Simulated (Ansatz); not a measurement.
# LiH in Ansatz: convergence with cutoff

LiH:

```
Li H
1.0
     0.00000    2.03675    2.03675
     2.03675    0.00000    2.03675
     2.03675    2.03675    0.00000
Li H
1 1
Direct
  0.07072 0.00547 0.95730
  0.53048 0.52463 0.46398
```

The cell isn't the ideal one: atoms moved at random, drawn with an rms of 0.15 Å.

- Program: Ansatz 0.2.0
- Task: convergence study
- Functional: PBEsol
- Potentials or basis: all-electron LAPW, scalar-relativistic
- Cutoff: 80 eV
- Density cutoff: 320 eV
- Basis error allowed: 0.001 eV/atom
- k mesh: 7 × 7 × 7
- Occupations: fermi-dirac, width 0.05 eV
- Spin: no spin polarisation

These are the settings of the first run; the series varies cutoff, with any setting tied to it.

Hardware: 1 thread of Arm Neoverse V1 (shared host).

**Question.** The values tried are 80 eV, 110 eV, 140 eV, 180 eV, 230 eV, 290 eV, 360 eV, 450 eV, 560 eV, loosest first. From which on does the pressure stay within 0.1 GPa of the tightest run that finished?

**Answer.** From 110 eV on.

```csv
cutoff,"energy less the tightest run, at zero smearing (meV/atom)",pressure (GPa),SCF cycles,CPU time (s),peak memory (GiB)
80 eV,21.91,-1.92,5,3.5,0.2
110 eV,5.49,-2.14,5,4,0.2
140 eV,1.34,-2.19,5,4.6,0.21
180 eV,0.27,-2.20,5,5.3,0.21
230 eV,0.04,-2.20,5,6.3,0.23
290 eV,0.00,-2.20,5,9.4,0.25
360 eV,0.00,-2.20,5,12,0.29
450 eV,0.00,-2.20,5,19,0.34
560 eV,0.00,-2.20,5,23,0.42
```

Against the tightest run, the energy stays within 1 meV/atom from 180 eV on. The tightest run that finished is the yardstick and may itself not be fully converged.
